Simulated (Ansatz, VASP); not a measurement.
# Two plane-wave programs on Sb

File INCAR:

```
PREC = Accurate
ENCUT = 520
EDIFF = 1E-6
ISMEAR = 0
SIGMA = 0.1
LREAL = False
LASPH = True
NELM = 100
ALGO = Normal
ISIF = 2
LWAVE = False
LCHARG = True
GGA = PS
LELF = True
LVHAR = True
NBANDS = 8
```

The input KPOINTS:

```
Automatic mesh
0
Gamma
  14 14 14
```

POSCAR

```
Sb
1.0
    2.9669892646      0.0000000000      0.0000000000
    0.0000000000      2.9669892646      0.0000000000
    0.0000000000      0.0000000000      2.9669892646
Sb
1
Direct
    0.0000000000      0.0000000000      0.0000000000
```

Input for Ansatz:

```yaml
crystal:
  lattice:
    - [2.9669892646, 0.0, 0.0]
    - [0.0, 2.9669892646, 0.0]
    - [0.0, 0.0, 2.9669892646]
  atoms:
    - { symbol: Sb, position: [0.0, 0.0, 0.0] }
basis:
  ecutwfc: 420
kpoints:
  mp_grid: { grid: [14, 14, 14] }
hamiltonian:
  xc: pbesol
scf:
  occupations: { method: gaussian, width: 0.1 }
output:
  forces: true
  stress: true
  eigenvalues: true
```

Alike in both runs: task single point; functional PBEsol; k mesh 14 × 14 × 14; occupations gaussian, width 0.1 eV; no spin polarisation.

```csv
,VASP,Ansatz
version,VASP 6.6.1,Ansatz 0.2.0
potentials or method,"VASP PAW PBE potentials, release 64 (Sb)","scalar-relativistic, plane waves, PAW"
plane-wave cutoff (eV),520,420
valence electrons in the cell,5,15
```

VASP gave:

| Property | Result |
| --- | --- |
| gap on the k mesh at the Fermi level (eV) | none |
| pressure (GPa) | 7.3 |

Q: What did Ansatz give for the same quantities?

A: gap on the k mesh at the Fermi level (eV): none; pressure (GPa): 7.0.

A gap of «none» marks a metal or a gap that the smearing closes. The two sets of potentials don't hold the same shells in valence.

Caveats: the PAW data sets were made with another functional, which shifts forces and pressure a little (VASP). Spin-orbit coupling is left out, which matters for the levels of Sb.
